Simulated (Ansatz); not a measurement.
Set up this calculation in Ansatz 0.2.0, as the native input.

```yaml
Task: phonons
Functional: LDA
Potentials_or_basis: Ansatz PAW
Cutoff: "420 eV (not typed: the program's choice for these potentials)"
k_mesh: 6 × 6 × 6
Occupations: fixed
Spin: no spin polarisation
q_mesh: 2 × 2 × 2
Path: "[[\"G\", \"X\", \"W\", \"K\", \"G\", \"L\", \"U\", \"W\", \"L\", \"K\"], [\"U\", \"X\"]]"
Points_for_each_segment_of_the_path: 8
```

CdSe:

```
CELL_PARAMETERS angstrom
0.00000 3.07027 3.07027
3.07027 0.00000 3.07027
3.07027 3.07027 0.00000
ATOMIC_POSITIONS crystal
Cd 0.00000 0.00000 0.00000
Se 0.25000 0.25000 0.25000
```

Measurements of this composition are mostly on another form, of space group No. 186.

These files were run (other wordings do the same):

input.yaml

```yaml
crystal:
  lattice:
    - [0.0, 3.0702711986, 3.0702711986]
    - [3.0702711986, 0.0, 3.0702711986]
    - [3.0702711986, 3.0702711986, 0.0]
  atoms:
    - { symbol: Cd, position: [0.0, 0.0, 0.0] }
    - { symbol: Se, position: [0.25, 0.25, 0.25] }
hamiltonian:
  xc: lda
  pseudopotentials: { kind: paw }
kpoints:
  mp_grid: { grid: [6, 6, 6] }
scf:
  occupations: { method: fixed }
phonons:
  method: dfpt
  dielectric: true
  rigid_motions: translations
  qmesh: [2, 2, 2]
  temperatures: { t_max: 1000, t_step: 100 }
  qpath:
    path:
      - [[0.0, 0.0, 0.0], [0.5, 0.0, 0.5], [0.5, 0.25, 0.75], [0.375, 0.375, 0.75], [0.0, 0.0, 0.0], [0.5, 0.5, 0.5], [0.625, 0.25, 0.625], [0.5, 0.25, 0.75], [0.5, 0.5, 0.5], [0.375, 0.375, 0.75]]
      - [[0.625, 0.25, 0.625], [0.5, 0.0, 0.5]]
    npoints: 8
```

Potentials or basis: Ansatz PAW.

The run is started by

```bash
$ ansatz run input.yaml --threads 2 --pin off --max-ram 5632MiB --backend cpu --events-out ev --progress --plain --runs-dir out
```

It gave:

The band gap on the k mesh is 0.27 eV, direct and the electronic dielectric tensor (diagonal) is 9.31. The born charges (mean of the diagonal) is Cd +2.30; Se -2.30 e. The highest phonon frequency, LO-TO splitting left out is 171 cm⁻¹. The static dielectric tensor (diagonal) is 13.38.

Caveat: the gap is small at this level, which inflates the dielectric constant; the q mesh is small, so phonon branches between its points and thermal values are rough.

Run time: 100 s on 2 threads of Intel(R) Xeon(R) Processor @ 2.50GHz (Skylake/Cascade Lake), on a shared host, peak memory 0.61 GiB.
